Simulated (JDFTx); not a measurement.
CuO (Tenorite):

```xyz
4
Lattice="2.3418 -1.7113 0.0000 2.3418 1.7113 0.0000 -0.8500 0.0000 5.0579" Properties=species:S:1:pos:R:3 pbc="T T T"
Cu    0.7459   -0.8557    2.5289
Cu    1.1709    0.8557    0.0000
O     1.7043    0.2793    3.7934
O     2.1293   -0.2793    1.2645
```

| Property | Result |
| --- | --- |
| Program | JDFTx 1.7.0 (patched build) |
| Task | relaxation of cell and atoms |
| Functional | PBEsol |
| Potentials or basis | PseudoDojo-SR-PBEsol-0.4.1-standard with smoothed tails |
| Cutoff | 1252 eV |
| Density cutoff | 10014 eV |
| k mesh | 5 × 5 × 2 |
| Occupations | fermi-dirac, width 0.05 eV |
| Spin | no spin polarisation |

At the start: pressure -2.9 GPa; volume 10.13 Å³/atom.

Problem. How do energy, volume and symmetry change on relaxing?

Solution. Over 19 steps the energy falls by 42.8 meV/atom and the volume is 10.46 Å³/atom (+3.2 %); space group C2/c (No. 15, to 0.05 Å).

Step by step:
| step | energy change (eV) | largest force (eV/Å) | pressure (GPa) | volume (Å³) |
| --- | --- | --- | --- | --- |
| 1 | 0.0000 | 0.4366 | -2.93 | 40.54 |
| 2 | -0.0163 | 0.3522 | -1.41 | 40.30 |
| 3 | -0.0439 | 0.1885 | -0.03 | 40.34 |
| 4 | -0.0782 | 0.0853 | 0.12 | 40.81 |
| 5 | -0.1310 | 0.0832 | 0.26 | 41.41 |
| 6 | -0.1519 | 0.2656 | -2.76 | 42.26 |
| 7 | -0.1534 | 0.2489 | -2.73 | 42.26 |
| 8 | -0.1596 | 0.0928 | -0.21 | 41.72 |
| 9 | -0.1596 | 0.0926 | -0.21 | 41.72 |
| 10 | -0.1614 | 0.0642 | -0.06 | 41.70 |
| 11 | -0.1652 | 0.0104 | 0.01 | 41.73 |
| 12 | -0.1678 | 0.0041 | 0.12 | 41.74 |
| 13 | -0.1705 | 0.0107 | -0.24 | 41.86 |
| 14 | -0.1707 | 0.0115 | 0.29 | 41.76 |
| 15 | -0.1708 | 0.0058 | 0.00 | 41.82 |
| 16 | -0.1709 | 0.0041 | 0.03 | 41.82 |
| 17 | -0.1710 | 0.0047 | -0.03 | 41.84 |
| 18 | -0.1710 | 0.0052 | 0.11 | 41.81 |
| 19 | -0.1711 | 0.0022 | -0.03 | 41.84 |

Final structure:
```
Cu O
1.0
     2.18723   -1.87859    0.14884
     2.18723    1.87859    0.14884
    -0.46819    0.00000    5.05932
Cu O
2 2
Direct
  0.50000 0.00000 0.50000
  0.00000 0.50000 0.00000
  0.49272 0.50728 0.75000
  0.50728 0.49272 0.25000
```

Caveat: the k mesh is coarse (spacing up to 0.62 Å⁻¹), so the values aren't converged; the run has no spin polarisation, though such a crystal can be magnetic.
